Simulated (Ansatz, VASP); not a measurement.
One calculation of CoO, two programs

POSCAR

```
CoO
1.0
    2.5024186096      0.0000000000      0.0000000000
    0.0000000000      2.5024186096      0.0000000000
    0.0000000000      0.0000000000      2.5024186096
Co O
1 1
Direct
    0.0000000000      0.0000000000      0.0000000000
    0.5000000000      0.5000000000      0.5000000000
```

INCAR.step1

```
SYSTEM = CoO
PREC     = Accurate       ! precision mode
ENCUT    = 520            ! plane-wave cutoff, eV
ISMEAR   = 0              ! smearing method
SIGMA    = 0.02           ! smearing width, eV
LREAL    = .False.        ! projectors in reciprocal space
LASPH    = .True.         ! aspherical terms in the spheres
NELM     = 150            ! most SCF steps
LMAXMIX  = 4              ! l up to which the mixer works
LDAU     = .True.         ! DFT+U
LDAUTYPE = 2            
LDAUL    = 2 -1           ! shell
LDAUU    = 3.32 0         ! U, eV
LDAUJ    = 0 0          
NBANDS   = 14             ! bands
GGA      = PE             ! functional
ALGO     = Normal         ! electronic algorithm
EDIFF    = 1E-4           ! SCF threshold, eV
LWAVE    = .True.         ! write WAVECAR
LCHARG   = .False.        ! write CHGCAR
```

INCAR.step2

```
SYSTEM = CoO
PREC     = Accurate       ! precision mode
ENCUT    = 520            ! plane-wave cutoff, eV
EDIFF    = 1E-6           ! SCF threshold, eV
ISMEAR   = 0              ! smearing method
SIGMA    = 0.02           ! smearing width, eV
LREAL    = .False.        ! projectors in reciprocal space
LASPH    = .True.         ! aspherical terms in the spheres
NELM     = 150            ! most SCF steps
ALGO     = Normal         ! electronic algorithm
ISIF     = 2              ! what is computed and relaxed
LWAVE    = .False.        ! write WAVECAR
LCHARG   = .False.        ! write CHGCAR
LMAXMIX  = 4              ! l up to which the mixer works
LDAU     = .True.         ! DFT+U
LDAUTYPE = 2            
LDAUL    = 2 -1           ! shell
LDAUU    = 3.32 0         ! U, eV
LDAUJ    = 0 0          
LDAUPRINT= 1            
METAGGA  = R2SCAN         ! meta-GGA
LMIXTAU  = .True.       
NBANDS   = 14             ! bands
ISTART   = 1
```

KPOINTS

```
regular mesh
0
Gamma
  10 10 10
  0 0 0
```

Input for Ansatz:

```yaml
crystal:
  lattice:
    - [2.5024186096, 0.0, 0.0]
    - [0.0, 2.5024186096, 0.0]
    - [0.0, 0.0, 2.5024186096]
  atoms:
    - { symbol: Co, position: [0.0, 0.0, 0.0] }
    - { symbol: O, position: [0.5, 0.5, 0.5] }
basis:
  ecutwfc: 500
kpoints:
  mp_grid: { grid: [10, 10, 10] }
hamiltonian:
  xc: r2scan
  hubbard: { sites: [{ species: Co, l: d, u_eff: 3.32 }] }
scf:
  occupations: { method: gaussian, width: 0.02 }
output:
  forces: true
  stress: true
  eigenvalues: true
```

Alike in both runs: task single point; functional r2SCAN; k mesh 10 × 10 × 10; occupations gaussian, width 0.02 eV; no spin polarisation; Hubbard terms Co d U = 3.32 eV.

```csv
,VASP,Ansatz
version,VASP 6.6.1,Ansatz 0.2.0
potentials or method,"VASP PAW PBE potentials, release 64 (Co, O)","scalar-relativistic, plane waves, PAW"
plane-wave cutoff (eV),520,500
valence electrons in the cell,15,23
```

```csv
,VASP,Ansatz,Ansatz less VASP
gap on the k mesh at the Fermi level (eV),none,none,-
pressure (GPa),6.1,10.7,+4.60
```

The programs project onto different local orbitals, so the same U acts differently. A gap of «none» marks a metal or a gap that the smearing closes. The two sets of potentials don't hold the same shells in valence. Ansatz warned: «filled_band_counts_differ_across_k_points».

Caveats: the PAW data sets were made with another functional, which shifts forces and pressure a little (VASP); an odd number of electrons without spin polarisation forces a metal; a magnetic or distorted state may lie lower; the run has no spin polarisation, though such a crystal can be magnetic; U without spin polarisation on a metal has little footing. Spin polarisation is off, so any magnetic state and its effect on volume and gap are missing.
